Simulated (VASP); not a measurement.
## VASP 6.6.1 run: MgS

INCAR

```
LASPH = .TRUE.
NELM = 120
AMIX = 0.2
ENCUT = 400
IMIX = 1
LWAVE = .FALSE.
IBRION = -1
LREAL = Auto
NBANDS = 11
SIGMA = 0.02
LCHARG = .FALSE.
ISMEAR = -1
PREC = Accurate
NSW = 0
ISIF = 2
EDIFF = 1E-7
GGA = PE
```

KPOINTS

```
KPOINTS created by Atomic Simulation Environment
0
Gamma
8 8 8
0 0 0
```

POSCAR

```
Mg S
 1.0000000000000000
     0.0000000000000000    2.8308768411999998    2.8874943781000000
     2.8308768411999998    0.0000000000000000    2.8874943781000000
     2.8308768411999998    2.8308768411999998    0.0000000000000000
 Mg  S
   1   1
Cartesian
  0.0000000000000000  0.0000000000000000  0.0000000000000000
  1.4154384205999997  1.4154384205999997  1.4437471890500000
```

The recommended PBE PAW datasets give the neutral cell 8 valence electrons.

Command

```
mpirun -np 1 vasp_std
```

Q: Predict the outcome of this run.

A: It converged. Results: gap between bands v and c on the k mesh 3.34 eV; least direct gap on the k mesh 3.34 eV; pressure -0.2 GPa. Band v is the last that the valence electrons fill when counted band by band, and c is the next.

OSZICAR

```
N       E                     dE             d eps       ncg     rms          rms(c)
DAV:   1     0.191206929071E+02    0.19121E+02   -0.28442E+03  1346   0.450E+02
DAV:   2    -0.749396390802E+01   -0.26615E+02   -0.25769E+02  1596   0.903E+01
DAV:   3    -0.898177636636E+01   -0.14878E+01   -0.14859E+01  1609   0.229E+01
DAV:   4    -0.899330170453E+01   -0.11525E-01   -0.11524E-01  1557   0.245E+00
DAV:   5    -0.899344549547E+01   -0.14379E-03   -0.14379E-03  1666   0.266E-01    0.398E+00
DAV:   6    -0.867706436139E+01    0.31638E+00   -0.31420E-01  1465   0.207E+00    0.337E+00
DAV:   7    -0.854865327652E+01    0.12841E+00   -0.14734E-01  1536   0.149E+00    0.327E+00
DAV:   8    -0.849766797778E+01    0.50985E-01   -0.53087E-02  1501   0.864E-01    0.287E+00
DAV:   9    -0.847788960251E+01    0.19778E-01   -0.23428E-02  1526   0.596E-01    0.255E+00
DAV:  10    -0.847074305451E+01    0.71465E-02   -0.90548E-03  1487   0.373E-01    0.213E+00
...
DAV:  37    -0.847218373040E+01   -0.10890E-05   -0.15216E-07  1448   0.213E-03    0.548E-03
DAV:  38    -0.847218452679E+01   -0.79639E-06   -0.11214E-07  1367   0.182E-03    0.473E-03
DAV:  39    -0.847218510853E+01   -0.58174E-06   -0.82662E-08  1445   0.155E-03    0.408E-03
DAV:  40    -0.847218553295E+01   -0.42442E-06   -0.60944E-08  1337   0.132E-03    0.352E-03
DAV:  41    -0.847218584222E+01   -0.30927E-06   -0.44941E-08  1346   0.113E-03    0.304E-03
DAV:  42    -0.847218606721E+01   -0.22499E-06   -0.33144E-08  1298   0.962E-04    0.262E-03
DAV:  43    -0.847218623060E+01   -0.16339E-06   -0.24450E-08  1244   0.822E-04    0.225E-03
DAV:  44    -0.847218634900E+01   -0.11840E-06   -0.17992E-08  1191   0.702E-04    0.193E-03
DAV:  45    -0.847218643460E+01   -0.85598E-07   -0.13332E-08   975   0.606E-04
   1 F= -.84721864E+01 E0= -.84721864E+01  d E =-.148546E-11
```

Standard output (part)

```
POSCAR found type information on POSCAR MgS
 POSCAR found :  2 types and       2 ions
|     You have a (more or less) 'small supercell' and for smaller cells       |
|     it is recommended to use the reciprocal-space projection scheme!        |
|     The real-space optimization is not efficient for small cells and it     |
|     is also less accurate ...                                               |
|     Therefore, set LREAL=.FALSE. in the INCAR file.                         |
 LDA part: xc-table for (Slater+PW92), standard interpolation
 POSCAR, INCAR and KPOINTS ok, starting setup
 WAVECAR not read
 entering main loop
```

For comparison, a separate PBE run of the intended cell, on usual settings and not on those above, gives a gap of 3.34 eV on its mesh and a pressure of -0.2 GPa.
